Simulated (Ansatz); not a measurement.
SnSe in Ansatz: the effect of functional

The system is SnSe.

```
CELL_PARAMETERS angstrom
11.42000 0.00000 0.00000
0.00000 4.19000 0.00000
0.00000 0.00000 4.46000
ATOMIC_POSITIONS crystal
Sn 0.87700 0.75000 0.90900
Sn 0.62300 0.25000 0.40900
Sn 0.37700 0.75000 0.59100
Sn 0.12300 0.25000 0.09100
Se 0.64300 0.75000 0.98400
Se 0.85700 0.25000 0.48400
Se 0.14300 0.75000 0.51600
Se 0.35700 0.25000 0.01600
```

Alike in all runs:

```yaml
Program: Ansatz 0.2.0
Task: band structure
Potentials_or_basis: all-electron LAPW, scalar-relativistic
Cutoff: 236 eV (chosen from the basis error)
Basis_error_allowed: 0.002 eV/atom
k_mesh: 3 × 6 × 6
Occupations: fermi-dirac, width 0.05 eV
Spin: no spin polarisation
```

| functional | gap on the mesh (eV) | pressure (GPa) | largest force (eV/Å) |
| --- | --- | --- | --- |
| PBEsol | ? | ? | ? |
| LDA | 0.48 | -2.0 | 0.18 |
| PBE | 0.54 | 2.4 | 0.31 |

Question: What does the run with functional PBEsol give?

Answer: gap on the mesh 0.49 eV; pressure -0.6 GPa; largest force 0.23 eV/Å.

Caveats: spin-orbit coupling is left out, which moves the levels of the heavy elements.

